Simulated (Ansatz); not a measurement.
**Redistribution: C2H4Cl2 + C2H3IO → CHCl2I + C3H6O**

Species: C2H4Cl2 (1,1-dichloroethane) `CC(Cl)Cl`, singlet; C2H3IO (acetyl iodide) `CC(=O)I`, singlet; CHCl2I (dichloroiodomethane) `ClC(Cl)I`, singlet; C3H6O (acetone) `CC(C)=O`, singlet. The partners trade CH3 for I; both sit on C, so the bond types are kept.

Shapes, held fixed at every level: PBE0-D4/def2-TZVP. Programs: Ansatz 0.2.0. The zero-point and thermal change to 298 K, harmonic and unscaled (PBE0-D4/def2-TZVP), is -2.5 kJ/mol.

| level | kind | ΔH(298 K) (kJ/mol) | less CCSD(T)/def2-TZVPP |
| --- | --- | --- | --- |
| HF/def2-TZVPP | Hartree–Fock | +47.6 | -6.0 |
| SPW92/def2-TZVPP | LDA | +61.7 | +8.1 |
| B3LYP-D4/def2-TZVPP | global hybrid | +57.3 | +3.7 |
| wB97X-V/def2-TZVPP | range-separated hybrid | +49.6 | -4.0 |
| MP2/def2-TZVPP | perturbation theory | +56.9 | +3.3 |
| CCSD/def2-TZVPP | coupled cluster or CI | +49.8 | -3.8 |
| CCSD(T)/def2-TZVPP | coupled cluster or CI | +53.6 | 0.0 |

The highest level, CCSD(T)/def2-TZVPP, gives ΔH(298 K) = +53.6 kJ/mol; the levels span +47.6 to +61.7. The column of differences is taken from that level and isn't an error. No measured value is set beside it here. For atoms past krypton def2 sets carry core potentials with scalar relativity. Correlated rows may include outer-core shells of I, which these sets cover unevenly.
